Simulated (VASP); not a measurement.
Set up this calculation in VASP 6.6.1, as the native input.

```
Task                   : relaxation of cell and atoms
Functional             : PBE
Potentials or basis    : VASP PAW PBE potentials, release 64 (Hf_pv)
Cutoff                 : 600 eV
k mesh                 : 16 × 16 × 9
Occupations            : methfessel-paxton, width 0.1 eV
Spin                   : no spin polarisation
Further INCAR settings : ALGO = Fast; EDIFF = 1e-06; IBRION = 2; EDIFFG = -0.005; NSW = 80; ISIF = 3
```

The structure of Hf lies in POSCAR:

```
Hf
1.0
    3.1923846000      0.0000000000      0.0000000000
   -1.5961923000      2.7646862000      0.0000000000
    0.0000000000      0.0000000000      5.0450416000
Hf
2
Direct
    0.3333333300      0.6666666700      0.2500000000
    0.6666666700      0.3333333300      0.7500000000
```

One way to write it, as run:

INCAR

```
ALGO     = Fast           # electronic algorithm
EDIFF    = 1E-6           # SCF threshold, eV
EDIFFG   = -0.005         # ionic threshold
ENCUT    = 600            # plane-wave cutoff, eV
GGA      = PE             # functional
IBRION   = 2              # ionic algorithm
ISIF     = 3              # what is computed and relaxed
ISMEAR   = 1              # smearing method
KPAR     = 2            
LASPH    = True           # aspherical terms in the spheres
LCHARG   = False          # write CHGCAR
LREAL    = False          # projectors in reciprocal space
LWAVE    = False          # write WAVECAR
NELM     = 120            # most SCF steps
NSW      = 80             # ionic steps
PREC     = Accurate       # precision mode
SIGMA    = 0.1            # smearing width, eV
```

KPOINTS

```
k-points
0
Gamma
  16 16 9
```

Potentials or basis: VASP PAW PBE potentials, release 64 (Hf_pv).

Run with:

```console
$ cat potpaw_PBE.64/Hf_pv/POTCAR > POTCAR
$ mpirun -np 2 vasp_std > vasp.out
```

Results of the run:

The relaxed volume is 22.44 Å³/atom and the relaxed cell is a = 3.200 Å, b = 3.200 Å, c = 5.060 Å, α = 90.00°, β = 90.00°, γ = 120.00°. The space group after relaxing (to 0.05 Å) is P6_3/mmc (No. 194), the energy gained by relaxing is 0.5 meV/atom and the ionic steps are 13. The pressure after relaxing is 0.0 GPa and the band gap on the k mesh is none (metal or under the smearing width).

It took 3.9 min on 2 MPI ranks on AMD EPYC 7R13 Processor (Zen 3) (shared host), peak memory 0.24 GiB a rank.
